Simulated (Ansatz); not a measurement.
# Ta (Im-3m) in Ansatz: convergence with k mesh

Aim: find how far k mesh must go before the results for Ta settle, at PBEsol. This setting moves, with any that are tied to it; all else stays.

Everything below comes from runs of Ansatz 0.2.0. Logs are shortened: lines on timing, memory, paths and dates and some standing lists are left out, and cuts for length are marked.

**1. Starting point**

It takes space group Im-3m (No. 229, cubic). Conventional cell: a = 3.303 Å, b = 3.303 Å, c = 3.303 Å, α = 90.00°, β = 90.00°, γ = 90.00°. Around Ta (site symmetry m-3m) lie 8 Ta at 2.86 Å.

**2. With k mesh 2 × 2 × 2**

input.yaml

```yaml
crystal:
  lattice:
    - [-1.65128, 1.65128, 1.65128]
    - [1.65128, -1.65128, 1.65128]
    - [1.65128, 1.65128, -1.65128]
  atoms:
    - { symbol: Ta, position: [0.0, 0.0, 0.0] }
kpoints:
  mp_grid: { grid: [2, 2, 2] }
scf:
  occupations: { method: fermi_dirac, width: 0.05 }
hamiltonian:
  xc: pbesol
  pseudopotentials: { kind: all_electron, lapw: { basis_error: 0.001 } }
output:
  forces: true
  stress: true
  eigenvalues: true
```

Potentials or basis: all-electron LAPW, scalar-relativistic.

Command:

```sh
$ ansatz run input.yaml --threads 1 --pin off --max-ram 3072MiB --backend cpu --events-out ev --progress --plain --runs-dir out
```

Wall time 0.96 s (1 thread of Arm Neoverse V2, shared host); peak memory 0.21 GiB.

What came out:

```
Free energy            : -424444.1626 eV
Pressure               : -29.6 GPa
Band gap on the k mesh : none (metal or under the smearing width)
```

**3. With k mesh 4 × 4 × 4**

Changes to input.yaml since step 2:

```diff
@@ -8,3 +8,3 @@
 kpoints:
-  mp_grid: { grid: [2, 2, 2] }
+  mp_grid: { grid: [4, 4, 4] }
 scf:
```

Potentials or basis: all-electron LAPW, scalar-relativistic.

Command:

```sh
$ ansatz run input.yaml --threads 1 --pin off --max-ram 3072MiB --backend cpu --events-out ev --progress --plain --runs-dir out
```

It took 1.4 s on 1 thread of Arm Neoverse V2, shared host; peak memory 0.21 GiB.

What came out:

| Property | Result |
| --- | --- |
| Free energy | -424443.4715 eV |
| Pressure | -3.7 GPa |
| Band gap on the k mesh | none (metal or under the smearing width) |

**4. With k mesh 6 × 6 × 6**

Changes to input.yaml since step 3:

```diff
@@ -8,3 +8,3 @@
 kpoints:
-  mp_grid: { grid: [4, 4, 4] }
+  mp_grid: { grid: [6, 6, 6] }
 scf:
```

Command:

```sh
$ ansatz run input.yaml --threads 1 --pin off --max-ram 3072MiB --backend cpu --events-out ev --progress --plain --runs-dir out
```

It took 2.5 s on 1 thread of Arm Neoverse V2, shared host; peak memory 0.23 GiB.

Results:

```
Free energy            : -424443.3014 eV
Pressure               : -2.0 GPa
Band gap on the k mesh : none (metal or under the smearing width)
```

**5. With k mesh 7 × 7 × 7**

Changes to input.yaml since step 4:

```diff
@@ -8,3 +8,3 @@
 kpoints:
-  mp_grid: { grid: [6, 6, 6] }
+  mp_grid: { grid: [7, 7, 7] }
 scf:
```

Command:

```sh
$ ansatz run input.yaml --threads 1 --pin off --max-ram 3072MiB --backend cpu --events-out ev --progress --plain --runs-dir out
```

Run time: 2.5 s. Hardware: 1 thread of Arm Neoverse V2, shared host; peak memory 0.23 GiB.

What came out:

* Free energy: -424443.4028 eV
* Pressure: -3.1 GPa
* Band gap on the k mesh: none (metal or under the smearing width)

**6. With k mesh 9 × 9 × 9**

Changes to input.yaml since step 5:

```diff
@@ -8,3 +8,3 @@
 kpoints:
-  mp_grid: { grid: [7, 7, 7] }
+  mp_grid: { grid: [9, 9, 9] }
 scf:
```

Potentials or basis: all-electron LAPW, scalar-relativistic.

Command:

```sh
$ ansatz run input.yaml --threads 1 --pin off --max-ram 3072MiB --backend cpu --events-out ev --progress --plain --runs-dir out
```

Wall time 4.3 s (1 thread of Arm Neoverse V2, shared host); peak memory 0.25 GiB.

Results:

| Quantity | Value |
| --- | --- |
| Free energy | -424443.3623 eV |
| Pressure | -4.0 GPa |
| Band gap on the k mesh | none (metal or under the smearing width) |

**7. With k mesh 11 × 11 × 11**

Changes to input.yaml since step 6:

```diff
@@ -8,3 +8,3 @@
 kpoints:
-  mp_grid: { grid: [9, 9, 9] }
+  mp_grid: { grid: [11, 11, 11] }
 scf:
```

Command:

```sh
$ ansatz run input.yaml --threads 1 --pin off --max-ram 3072MiB --backend cpu --events-out ev --progress --plain --runs-dir out
```

It took 6.4 s on 1 thread of Arm Neoverse V2, shared host; peak memory 0.27 GiB.

Results:

| Property | Result |
| --- | --- |
| Free energy | -424443.3825 eV |
| Pressure | -4.4 GPa |
| Band gap on the k mesh | none (metal or under the smearing width) |

**8. With k mesh 13 × 13 × 13**

Changes to input.yaml since step 7:

```diff
@@ -8,3 +8,3 @@
 kpoints:
-  mp_grid: { grid: [11, 11, 11] }
+  mp_grid: { grid: [13, 13, 13] }
 scf:
```

Command:

```sh
$ ansatz run input.yaml --threads 1 --pin off --max-ram 3072MiB --backend cpu --events-out ev --progress --plain --runs-dir out
```

Wall time 9.3 s (1 thread of Arm Neoverse V2, shared host); peak memory 0.3 GiB.

It converged, with:

```
Free energy            : -424443.3778 eV
Pressure               : -3.4 GPa
Band gap on the k mesh : none (metal or under the smearing width)
```

**9. With k mesh 16 × 16 × 16**

Changes to input.yaml since step 8:

```diff
@@ -8,3 +8,3 @@
 kpoints:
-  mp_grid: { grid: [13, 13, 13] }
+  mp_grid: { grid: [16, 16, 16] }
 scf:
```

Potentials or basis: all-electron LAPW, scalar-relativistic.

Command:

```sh
$ ansatz run input.yaml --threads 1 --pin off --max-ram 3072MiB --backend cpu --events-out ev --progress --plain --runs-dir out
```

Output:

```text
Warning: RAYON_NUM_THREADS=1 ignored (pool sized by the plan → 1); use --threads N
LAPW: plane waves up to 8.289 Å⁻¹, error target 1.0e-3 eV per atom; small_component_spin mean_spin; Ta in spheres of 1.430 Å, 37 of its electrons in bands, Dirac shells [] (how accurate: hamiltonian.pseudopotentials.lapw.basis_error, Limitations)
Engine: ansatz 0.2.0, aarch64-unknown-linux-gnu
Pseudopotentials: kind: all_electron
Pseudopotential: Ta, LAPW, valence charge 37, lapw/all_electron/scalar/gaussian/Ta, Koelling and Harmon's equation, gaussian nucleus
Functional definition: PBEsol
  exchange = pbesol_x
  correlation = pbesol_c
Crystal: 1 atoms, lattice volume = 18.010 Å³
Basis set: ecut = 261.7565934194458 eV, 177 PW (Γ), exchange–correlation at level 2
Bands: 23, of which v1, the nominal top of the filled ones, is band 19 counted from 1 (18 counted from 0)
Symmetry: 48 space group operations
Space group: Im-3m (ITA 229), of the structure as read, at distance tolerance 2.6e-5 Å
k-points: 145 of 4096
Non-local potential: Ta, projectors of the file, none
Initial density: superposition of atomic densities (chi_scale 0.1, normalization cell)
Initial wavefunctions: plane waves of lowest kinetic energy (no species holds an atomic orbital)
Functional: x = pbesol(κ = 0.804, μ = 0.12345679012345678), c = pbesol(β = 0.046)
iter 1 solved again at ethr=2.22e-4 eV; its pass at ethr=1.00e-1 eV (dr2=8.21e-2 eV) is discarded
SCF iter   1: F=—  HF=-424443.533527 eV  |F-HF|=—  |Δ(HF+E_count)|=         —  Δρ=2.63e-2  dr2=8.26e-2  ethr=2.22e-4  ⟨swp⟩=3.0  Hψ=21145  notcnv=0
preconditioner: auto → Kerker (q_TF=auto, 3.076 Å⁻¹)  [metal: Δε(μ)=0.032 eV  Ē_g=24.489 eV  σ=0.050 eV  W_gap=0.16  n_scr=12 (ndim 8)  ℏωp=43.7 eV  f_vac=0.000  D(μ)=1.49/eV (n_scr^D=18)]
SCF iter   2: F=—  HF=-424443.394501 eV  |F-HF|=—  |Δ(HF+E_count)|=   1.39e-1  Δρ=1.31e-2  dr2=2.39e-2  ethr=2.22e-4  ⟨swp⟩=2.0  Hψ=10443  notcnv=0
SCF iter   3: F=—  HF=-424443.380173 eV  |F-HF|=—  |Δ(HF+E_count)|=   1.43e-2  Δρ=8.83e-3  dr2=1.24e-2  ethr=6.47e-5  ⟨swp⟩=2.0  Hψ=9809  notcnv=0
SCF iter   4: F=—  HF=-424443.375276 eV  |F-HF|=—  |Δ(HF+E_count)|=         —  Δρ=4.88e-3  dr2=4.49e-3  ethr=3.34e-5  ⟨swp⟩=2.0  Hψ=9811  notcnv=0
the basis was enlarged: its passes take 455.3 KiB over the memory plan, 1 of 1 planned eigensolver slots
iter 5 solved again at ethr=1.06e-6 eV; its pass at ethr=1.21e-5 eV (dr2=3.91e-4 eV) is discarded
SCF iter   5: F=—  HF=-424443.375687 eV  |F-HF|=—  |Δ(HF+E_count)|=   4.11e-4  Δρ=1.35e-3  dr2=3.91e-4  ethr=1.06e-6  ⟨swp⟩=2.0  Hψ=16527  notcnv=0
SCF iter   6: F=—  HF=-424443.375714 eV  |F-HF|=—  |Δ(HF+E_count)|=   2.62e-5  Δρ=3.08e-4  dr2=9.98e-6  ethr=1.06e-6  ⟨swp⟩=2.0  Hψ=9808  notcnv=0
SCF iter   7: F=—  HF=-424443.375714 eV  |F-HF|=—  |Δ(HF+E_count)|=   2.01e-8  Δρ=5.38e-5  dr2=2.67e-7  ethr=2.70e-8  ⟨swp⟩=2.0  Hψ=9808  notcnv=0
SCF iter   8: F=-424443.375714 eV  HF=-424443.375714 eV  |F-HF|=1.28e-9  |Δ(HF+E_count)|=   6.58e-9  Δρ=5.02e-6  dr2=1.34e-9  ethr=7.23e-10  ⟨swp⟩=2.0  Hψ=9808  notcnv=0
SCF 1 converged in 8 iterations: F = -424443.375714 eV  dr2 = 1.34e-9
SCF converged after 8 iterations
Free energy (F): -424443.375714 eV
Harris-Foulkes:  -424443.375714 eV  (|F-HF|=1.28e-9)
Internal energy: -424443.362910 eV  (E = F + TS)
E sigma→0 (E₀):  -424443.369312 eV
Entropy (-TS):   -0.012804 eV (-12.804 meV/atom)
Fermi energy:    24.622031 eV
--- Per-component energies (eV) ---
  E_band       = -1854.550400
  E_kinetic    = 473751.950216
  E_xc         = -8496.552215
  E_electrostatic = -889698.760910  (all electrons and nuclei)
  E_smearing   = -0.012804  (= −TS)
  E_closure    = 0.000000  (closes the sum)
  E_atoms      = -424432.909506  (free atoms, spherical and without spin; not in F)
  Σ components = -424443.375714   (vs F -424443.375714, Δ=0.00e0)
  Basis errors (estimates in eV, not in F): energy 2.6e-4 per atom: plane waves 2.2e-4 (1.1e-4 summed), levels above the bands 5.6e-78, relativity 4.7e-8, radial functions 4.1e-5, core shells 1.3e-6; eigenvalues (radial functions only) 2.1e-6; not estimated: angular momenta, meshes, grids; target (lapw.basis_error) 1.0e-3; muffin-tin radii Ta 1.430 Å
--- Forces (eV/Å), atoms counted from 1 ---
  atom   1  Ta    -0.00000000     0.00000000     0.00000000
  max |Σ_I F_I| component: 1.31e-31 eV/Å
--- Stress (GPa, compression-positive) ---
       -3.723600       0.000000       0.000000
        0.000000      -3.723600      -0.000000
        0.000000      -0.000000      -3.723600
  P = ⅓ Tr σ = -3.7236 GPa (-37.236 kbar)
--- Band table (eV; the first three rows and the last of 145) ---
  k-point 0: bands = ["-191.1090", "-191.1090", "-191.0911", "-191.0911", "-191.0911", "-42.4292", "-8.3687", "-8.3687", "-8.3687", "5.7999", "5.7999", "5.7999", "5.8513", "5.8513", "5.8513", "5.9037", "16.7288", "25.3520", "25.3520", "25.3520", "28.6222", "28.6222", "39.2515"]
  k-point 1: bands = ["-191.1090", "-191.1090", "-191.0911", "-191.0911", "-191.0911", "-42.4248", "-8.4175", "-8.3838", "-8.3690", "5.8007", "5.8016", "5.8018", "5.8496", "5.8508", "5.8508", "5.9013", "16.9033", "25.2385", "25.3197", "25.5237", "28.4369", "28.6225", "39.4088"]
  k-point 2: bands = ["-191.1090", "-191.1090", "-191.0911", "-191.0911", "-191.0911", "-42.4123", "-8.5547", "-8.4264", "-8.3698", "5.8028", "5.8064", "5.8072", "5.8449", "5.8488", "5.8495", "5.8950", "17.4041", "24.9327", "25.1758", "26.0320", "28.0874", "28.6355", "39.7850"]
  k-point 144: bands = ["-191.1090", "-191.1090", "-191.0910", "-191.0910", "-191.0910", "-42.2264", "-9.1939", "-9.1939", "-9.1939", "5.7922", "5.8168", "5.8168", "5.8168", "5.8694", "5.8694", "5.8694", "20.8269", "20.8269", "31.4725", "31.4725", "31.4725", "33.2426", "33.2426"]
```

It took 15 s on 1 thread of Arm Neoverse V2, shared host; peak memory 0.36 GiB.

What came out:

| Item | Value |
| --- | --- |
| Free energy | -424443.3757 eV |
| Pressure | -3.7 GPa |
| Band gap on the k mesh | none (metal or under the smearing width) |

**10. Result**

```csv
k mesh,"energy less the tightest run, at zero smearing (meV/atom)",pressure (GPa),SCF cycles,CPU time (s),peak memory (GiB)
2 × 2 × 2,-769.41,-29.59,6,0.96,0.21
4 × 4 × 4,-95.76,-3.72,6,1.4,0.21
6 × 6 × 6,82.16,-1.96,8,2.5,0.23
7 × 7 × 7,-30.68,-3.12,6,2.5,0.23
9 × 9 × 9,16.16,-3.95,8,4.3,0.25
11 × 11 × 11,-9.17,-4.40,8,6.4,0.27
13 × 13 × 13,-2.16,-3.37,8,9.3,0.3
16 × 16 × 16,0.00,-3.72,8,15,0.36
```

Not settled before the last step: the energy (to 1 meV/atom), the pressure (to 0.1 GPa). Meshes of other sizes hit other points, so gaps and Fermi surfaces needn't settle smoothly. The tightest run that finished is the yardstick and may itself not be fully converged.
